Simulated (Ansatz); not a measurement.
# TiAl: the cost of one run

Method: DFT PBEsol, scalar-relativistic, plane waves, PAW, in Ansatz 0.2.0.

1 further run of the same task is left out (it didn't finish).

## Step 1: Starting point

Symmetry: Pm-3m, No. 221, cubic system. The conventional cell has a = 3.179 Å, b = 3.179 Å, c = 3.179 Å, α = 90.00°, β = 90.00°, γ = 90.00°. Around Ti (site symmetry m-3m) lie 8 Al at 2.75 Å. Around Al (site symmetry m-3m) lie 8 Ti at 2.75 Å.

As a file:

```
Ti Al
1.0
     3.17906    0.00000    0.00000
     0.00000    3.17906    0.00000
     0.00000    0.00000    3.17906
Ti Al
1 1
Direct
  0.00000 0.00000 0.00000
  0.50000 0.50000 0.50000
```

The structure comes from the Materials Project (structure only).

## Step 2: Another functional, on a distorted cell: PBEsol

The change: strain xx, yy, zz, yz, xz, xy = -0.8, -0.8, -0.8, +0.0, +0.0, +0.0 %.

The input, input.yaml:

```yaml
crystal:
  lattice:
    - [3.1541719289, 0.0, 0.0]
    - [0.0, 3.1541719289, 0.0]
    - [0.0, 0.0, 3.1541719289]
  atoms:
    - { symbol: Ti, position: [0.0, 0.0, 0.0] }
    - { symbol: Al, position: [0.5, 0.5, 0.5] }
basis:
  ecutwfc: 420
kpoints:
  mp_grid: { grid: [14, 14, 14] }
hamiltonian:
  xc: pbesol
scf:
  occupations: { method: gaussian, width: 0.1 }
output:
  forces: true
  stress: true
  eigenvalues: true
  write_density: true
  write_potential: true
  elf: true
  volumetric_format: npy
```

On the command line:

```sh
$ ansatz run input.yaml --threads 1 --pin off --max-ram 1331MiB --backend cpu --events-out ev --progress --plain --runs-dir out
```

What time and memory should one allow on 1 thread of an x86-64 CPU, shared host?

About 6.7 s, with a peak of 0.35 GiB.
